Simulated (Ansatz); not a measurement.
## Ag under changes of volume

One of the cells (18.052 Å³/atom); the others are scaled copies at fixed shape and fractional positions:

```
Ag
1.0
     1.47305    0.85046    7.20465
    -1.47305    0.85046    7.20465
     0.00000   -1.70093    7.20465
Ag
3
Direct
  0.22228 0.22228 0.22228
  0.77772 0.77772 0.77772
  0.00000 0.00000 0.00000
```

This isn't the form of Ag at room conditions, which is fcc.

| Quantity | Value |
| --- | --- |
| Program | Ansatz 0.2.0 |
| Functional | LDA |
| Potentials or basis | Ansatz PAW |
| Cutoff | 420 eV (not typed: the program's choice for these potentials) |
| k mesh | 10 × 10 × 10 |
| Occupations | fermi-dirac, width 0.05 eV |
| Spin | no spin polarisation |

| volume (Å³/atom) | energy over the lowest point (meV/atom) | pressure (GPa) | largest force (eV/Å) |
| --- | --- | --- | --- |
| 16.968 | 0.00 | -6.4 | 0.006 |
| 17.330 | 16.67 | -8.4 | 0.005 |
| 17.691 | 37.40 | -10.0 | 0.004 |
| 18.052 | 61.60 | -11.5 | 0.004 |
| 18.413 | 88.78 | -12.7 | 0.003 |
| 18.774 | 118.50 | -13.7 | 0.003 |
| 19.135 | ? | ? | ? |

Problem. What does the run at 19.135 Å³/atom give?

Solution. Energy over the lowest point 150.36 meV/atom; pressure -14.6 GPa; largest force 0.003 eV/Å.

Worked out: A Birch-Murnaghan fit of order 3 (a polynomial in V^(-2/3)) to the other rows has no minimum within the range. It gives 150.35 meV/atom at 19.135 Å³/atom, against the run's 150.36, and -dE/dV = -14.6 GPa, against -14.6.

Energies are extrapolated to zero smearing.

Caveats: the PAW data sets come from PBE, with cores solved anew for the run's functional, which leaves a small shift of forces and pressure.
